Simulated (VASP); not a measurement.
# MoSe2 (P6_3/mmc) in VASP: further runs

The runs below take MoSe2 through relaxation of shape and atoms at fixed volume, relaxation of cell and atoms, with PBE, PBEsol.

All numbers are computed with VASP 6.6.1; they aren't measurements. Logs are shortened: lines on timing, memory, paths and dates and some standing lists are left out, and cuts for length are marked.

**1. The structure**

The structure is hexagonal, space group P6_3/mmc (No. 194). The conventional cell has a = 3.316 Å, b = 3.316 Å, c = 14.714 Å, α = 90.00°, β = 90.00°, γ = 120.00°. Mo (site symmetry -6m2) is surrounded by 6 Se at 2.54 Å. Se (site symmetry 3m) has 3 Mo at 2.54 Å as nearest neighbours.

**2. Relaxation of shape and atoms at fixed volume, PBE**

File INCAR:

```
SYSTEM = MoSe2
ALGO = Normal ; EDIFF = 1E-7
EDIFFG = -0.01 ; ENCUT = 300
GGA = PE ; IBRION = 2
ISIF = 4 ; ISMEAR = 0
KPAR = 2 ; LASPH = .TRUE.
LCHARG = .FALSE. ; LREAL = .FALSE.
LWAVE = .FALSE. ; NELM = 80
NSW = 40 ; PREC = Accurate
SIGMA = 0.03
```

File KPOINTS:

```
k-points
0
G
  5 5 1
  0 0 0
```

File POSCAR:

```
MoSe2                                   
1.0
    3.3164401939      0.0000000000     -0.0000000000
   -1.6582200970      2.8721214580     -0.0000000000
   -0.0000000000     -0.0000000000     14.7141363544
  Mo              Se            
     2     4
Direct
     0.3333333332999970    0.6666666667000030    0.2500000000000000
     0.6666666667000030    0.3333333332999970    0.7500000000000000
     0.3333333332999970    0.6666666667000030    0.6365763804302106
     0.6666666667000030    0.3333333332999970    0.1365763804302107
     0.3333333332999970    0.6666666667000030    0.8634236195697894
     0.6666666667000030    0.3333333332999970    0.3634236195697893
```

Potentials or basis: VASP PAW PBE potentials, release 64 (Mo, Se).

On the command line:

```sh
> cat potpaw_PBE.64/Mo/POTCAR potpaw_PBE.64/Se/POTCAR > POTCAR
> mpirun -np 2 vasp_std > vasp.out
```

OUTCAR:

```text
SYSTEM = MoSe2
   EDIFF = 1E-7
   EDIFFG = -0.01
   ENCUT = 300
   GGA = PE
   IBRION = 2
   ISIF = 4
   ISMEAR = 0
   LASPH = .TRUE.
   LREAL = .FALSE.
   NELM = 80
   NSW = 40
   PREC = Accurate

 ion  position               nearest neighbor table
   1  0.333  0.667  0.250-   4 2.54   6 2.54   4 2.54   6 2.54   4 2.54   6 2.54
   2  0.667  0.333  0.750-   3 2.54   5 2.54   3 2.54   5 2.54   3 2.54   5 2.54
   3  0.333  0.667  0.637-   2 2.54   2 2.54   2 2.54
   4  0.667  0.333  0.137-   1 2.54   1 2.54   1 2.54
   5  0.333  0.667  0.863-   2 2.54   2 2.54   2 2.54
   6  0.667  0.333  0.363-   1 2.54   1 2.54   1 2.54

  LATTYP: Found a hexagonal cell.
 ALAT       =     3.3164401939
 C/A-ratio  =     4.4367259755

  Lattice vectors:

 A1 = (   3.3164401939,   0.0000000000,   0.0000000000)
 A2 = (  -1.6582200970,   2.8721214580,   0.0000000000)
 A3 = (   0.0000000000,   0.0000000000,  14.7141363544)

Analysis of symmetry for initial positions (statically):
=====================================================================
 Subroutine PRICEL returns:
 Original cell was already a primitive cell.

 Routine SETGRP: Setting up the symmetry group for a
 hexagonal supercell.

 Subroutine GETGRP returns: Found 24 space group operations
 (whereof 12 operations were pure point group operations)
 out of a pool of 24 trial point group operations.

The static configuration has the point symmetry D_3d.
 The point group associated with its full space group is D_6h.

Analysis of symmetry for dynamics (positions and initial velocities):
=====================================================================
 Subroutine PRICEL returns:
 Original cell was already a primitive cell.

 Routine SETGRP: Setting up the symmetry group for a
 hexagonal supercell.

 Subroutine GETGRP returns: Found 24 space group operations
 (whereof 12 operations were pure point group operations)
 out of a pool of 24 trial point group operations.

The dynamic configuration has the point symmetry D_3d.
 The point group associated with its full space group is D_6h.

 Subroutine INISYM returns: Found 24 space group operations
 (whereof 12 operations are pure point group operations),
 and found     1 'primitive' translations
[... 82 lines left out ...]
   NELM   =     80;   NELMIN=  2; NELMDL= -5     # of ELM steps
   EDIFF  = 0.1E-06   stopping-criterion for ELM
   LREAL  =      F    real-space projection
   EDIFFG = -.1E-01   stopping-criterion for IOM
   NSW    =     40    number of steps for IOM
   IBRION =      2    ionic relax: 0-MD 1-quasi-New 2-CG
   NFREE  =      1    steps in history (QN), initial steepest desc. (CG)
   ISIF   =      4    stress and relaxation
   ISYM   =      2    0-nonsym 1-usesym 2-fastsym
   POTIM  = 0.5000    time-step for ionic-motion
   TEBEG  =    0.0;   TEEND  =   0.0 temperature during run
   PSTRESS=    0.0 pullay stress
   NELECT =      36.0000    total number of electrons
   NUPDOWN=      -1.0000    fix difference up-down
   EMIN   =  10.00;   EMAX   =-10.00  energy-range for DOS
   EFERMI =   0.00;   METHOD = LEGACY
   ISMEAR =     0;   SIGMA  =   0.03  broadening in eV -4-tet -1-fermi 0-gaus
   EFERMI_NEDOS =   21; number of points for ismear=-14 and -15
   IALGO  =     38    algorithm
   IMIX   =      4    mixing-type and parameters
     AMIX     =   0.40;   BMIX     =  1.00
     AMIX_MAG =   1.60;   BMIX_MAG =  1.00
  volume/ion in A,a.u.               =      23.36       157.64
  Fermi-wavevector in a.u.,A,eV,Ry     =   1.040653  1.966548 14.734534  1.082958
  Thomas-Fermi vector in A             =   2.175238
   LORBIT       =      0    0 simple, 1 ext, 2 COOP (PROOUT), +10 PAW based schemes
   GGA     = PE    functional components
   LHFCALC =     F    Hartree Fock is set to
   AEXX    =    0.0000 exact exchange contribution
   IVDW    =     0    specifies the selected vdW correction
   LEPSILON=     F    determine dielectric tensor
   LRPA    =     F    only Hartree local field effects (RPA)
 conjugate gradient relaxation of ions
 non-spin polarized calculation
 Gauss-broadening in eV      SIGMA  =   0.03
  energy-cutoff  :      300.00
  volume of cell :      140.16
 maximum number of plane-waves:      1669
 NGX is ok and might be reduce to    20
   NGX =  9   NGY =  9   NGZ = 41

 number of electron      35.9999992 magnetization

 Free energy of the ion-electron system (eV)
  ---------------------------------------------------
  ext. energy  EPLUGINS =         0.00000000
  ---------------------------------------------------
  free energy    TOTEN  =       -39.93712107 eV

  energy without entropy =      -39.93712107  energy(sigma->0) =      -39.93712107

 E-fermi :   3.3898     XC(G=0):  -9.6283

 val. band max:        3.2286823858   @ k =   0.0000   0.0000   0.0000
 cond. band min:       4.6419258947   @ k =   0.2000   0.2000   0.0000
 fundamental gap:      1.4132435089
 Fermi energy:         3.3898318381

 k-point     1 :       0.0000    0.0000    0.0000
  band No.  band energies     occupation
      1     -10.9761      2.00000
      2     -10.9274      2.00000
      3     -10.0517      2.00000
      4      -9.9758      2.00000
      5      -2.3260      2.00000
      6      -1.9778      2.00000
[... 114 lines left out ...]
     21       5.8549      0.00000
     22       5.8703      0.00000

------------------------ aborting loop because EDIFF is reached ----------------------------------------

  FORCE on cell =-STRESS in cart. coord.  units (eV):
  Direction    XX          YY          ZZ          XY          YZ          ZX
  --------------------------------------------------------------------------------------
  -------------------------------------------------------------------------------------
  Total        0.0103896      0.0103896      0.0119529     -0.0000000     -0.0000000      0.0000000
  in kB        0.1187681      0.1187681      0.1366386     -0.0000000     -0.0000000      0.0000000
  external PRESSURE =       0.1247249 kB  Pullay stress =       0.0000000 kB

 VOLUME and BASIS-vectors are now :
 -----------------------------------------------------------------------------
  energy-cutoff  :      300.00
  volume of cell :      140.16
      direct lattice vectors                 reciprocal lattice vectors
     3.316440194  0.000000000  0.000000000     0.301528127  0.174087345  0.000000000
    -1.658220097  2.872121458  0.000000000     0.000000000  0.348174691  0.000000000
     0.000000000  0.000000000 14.714136354     0.000000000  0.000000000  0.067961855

 POSITION                                       TOTAL-FORCE (eV/Angst)
 -----------------------------------------------------------------------------------
     -0.00000      1.91475      3.67853         0.000000     -0.000000      0.000000
      1.65822      0.95737     11.03560        -0.000000     -0.000000      0.000000
     -0.00000      1.91475      9.36667         0.000000     -0.000000     -0.002232
      1.65822      0.95737      2.00960        -0.000000      0.000000     -0.002232
     -0.00000      1.91475     12.70453         0.000000     -0.000000      0.002232
      1.65822      0.95737      5.34746        -0.000000      0.000000      0.002232
 -----------------------------------------------------------------------------------
    total drift:                               -0.000000      0.000000     -0.000000

  FREE ENERGIE OF THE ION-ELECTRON SYSTEM (eV)
  ---------------------------------------------------
  free  energy   TOTEN  =       -39.9371210659 eV

  energy  without entropy=      -39.9371210659  energy(sigma->0) =      -39.93712107

 reached required accuracy - stopping structural energy minimisation
```

CONTCAR:

```text
MoSe2
   1.00000000000000
     3.3164401939000001    0.0000000000000000    0.0000000000000000
    -1.6582200970000001    2.8721214580000001    0.0000000000000000
     0.0000000000000000    0.0000000000000000   14.7141363544000008
  Mo              Se
     2     4
Direct
     0.3333333332999970    0.6666666667000030    0.2500000000000000
     0.6666666667000030    0.3333333332999970    0.7500000000000000
     0.3333333332999970    0.6666666667000030    0.6365763804302134
     0.6666666667000030    0.3333333332999970    0.1365763804302134
     0.3333333332999970    0.6666666667000030    0.8634236195697866
     0.6666666667000030    0.3333333332999970    0.3634236195697866

  0.00000000E+00  0.00000000E+00  0.00000000E+00
  0.00000000E+00  0.00000000E+00  0.00000000E+00
  0.00000000E+00  0.00000000E+00  0.00000000E+00
  0.00000000E+00  0.00000000E+00  0.00000000E+00
  0.00000000E+00  0.00000000E+00  0.00000000E+00
  0.00000000E+00  0.00000000E+00  0.00000000E+00
```

Wall time 14 s (2 MPI ranks of AMD EPYC 7R43 (Zen 3), shared host); peak memory 0.14 GiB.

Results:

```
Free energy             : -39.9371 eV
Pressure after relaxing : 0.0 GPa
Band gap on the k mesh  : 1.41 eV, indirect (least direct gap 1.86 eV)
```

Forces on the atoms (eV/Å):
```
Mo   0.000  0.000  0.000
Mo   0.000  0.000  0.000
Se   0.000  0.000 -0.002
Se   0.000  0.000 -0.002
Se   0.000  0.000  0.002
Se   0.000  0.000  0.002
```

Final structure:
```
CELL_PARAMETERS angstrom
3.31644 0.00000 0.00000
-1.65822 2.87212 0.00000
0.00000 0.00000 14.71414
ATOMIC_POSITIONS crystal
Mo 0.33333 0.66667 0.25000
Mo 0.66667 0.33333 0.75000
Se 0.33333 0.66667 0.63658
Se 0.66667 0.33333 0.13658
Se 0.33333 0.66667 0.86342
Se 0.66667 0.33333 0.36342
```

Caveat: the k mesh is coarse (spacing up to 0.44 Å⁻¹), so the values aren't converged; the relaxation stopped at its first step, so nothing moved; an odd mesh through Γ misses points on the zone boundary, where band edges often lie; this functional lacks dispersion, which binds the layers, so the pressure and a relaxed spacing across them are unreliable. A hybrid or GW would open this gap; PBE tends to underestimate it.

**3. Relaxation of shape and atoms at fixed volume, PBE (a relaxed cell with its volume scaled by 1.02)**

INCAR is that of step 2.

KPOINTS is that of step 2.

POSCAR, as its differences from that of step 2:

```diff
@@ -2,5 +2,5 @@
 1.0
-    3.3164401939      0.0000000000     -0.0000000000
-   -1.6582200970      2.8721214580     -0.0000000000
-   -0.0000000000     -0.0000000000     14.7141363544
+    3.3384040141      0.0000000000     -0.0000000000
+   -1.6692020070      2.8911426842     -0.0000000000
+   -0.0000000000     -0.0000000000     14.8115838059
   Mo              Se
```

Potentials or basis: VASP PAW PBE potentials, release 64 (Mo, Se).

On the command line:

```sh
> cat potpaw_PBE.64/Mo/POTCAR potpaw_PBE.64/Se/POTCAR > POTCAR
> mpirun -np 2 vasp_std > vasp.out
```

It took 55 s on 2 MPI ranks of AMD EPYC 7R43 (Zen 3), shared host; peak memory 0.15 GiB.

The run converged. Its results:

| Quantity | Value |
| --- | --- |
| Free energy | -39.9393 eV |
| Energy gained by relaxing | 2.9 meV/atom |
| Ionic steps | 6 |
| Pressure after relaxing | 0.0 GPa |
| Largest force after relaxing | 0.007 eV/Å |
| Band gap on the k mesh | 1.47 eV, indirect (least direct gap 1.87 eV) |

Forces in eV/Å, atoms in the order of the input:
```
Mo   0.000  0.000  0.000
Mo   0.000  0.000  0.000
Se   0.000  0.000 -0.007
Se   0.000  0.000 -0.007
Se   0.000  0.000  0.007
Se   0.000  0.000  0.007
```

The path:
| step | energy change (eV) | largest force (eV/Å) | pressure (GPa) |
| --- | --- | --- | --- |
| 1 | 0.0000 | 0.2946 | -2.05 |
| 2 | -0.0093 | 0.0460 | -1.08 |
| 3 | -0.0094 | 0.0264 | -1.01 |
| 4 | -0.0143 | 0.0147 | -0.66 |
| 5 | -0.0176 | 0.0052 | -0.10 |
| 6 | -0.0176 | 0.0073 | -0.04 |

Final structure:
```
Mo Se
1.0
     3.31757    0.00000    0.00000
    -1.65878    2.87310    0.00000
     0.00000    0.00000   14.99823
Mo Se
2 4
Cartesian
  0.0000 1.9154 3.7496
  1.6588 0.9577 11.2487
  0.0000 1.9154 9.5803
  1.6588 0.9577 2.0812
  0.0000 1.9154 12.9170
  1.6588 0.9577 5.4179
```

Levels at points of the mesh, in eV from the valence-band top:
```csv
k point,band 14,band 15,band 16,band 17,band 18,band 19,band 20,band 21,band 22
"(0.00, 0.00, 0.00)",-1.14,-1.13,-1.13,-0.47,0.00,2.87,2.87,2.88,2.88
```

Caveat: the k mesh is coarse (spacing up to 0.43 Å⁻¹), so the values aren't converged; an odd mesh through Γ misses points on the zone boundary, where band edges often lie; this functional lacks dispersion, which binds the layers, so the pressure and a relaxed spacing across them are unreliable.

(Continued in part 2 of 2.)
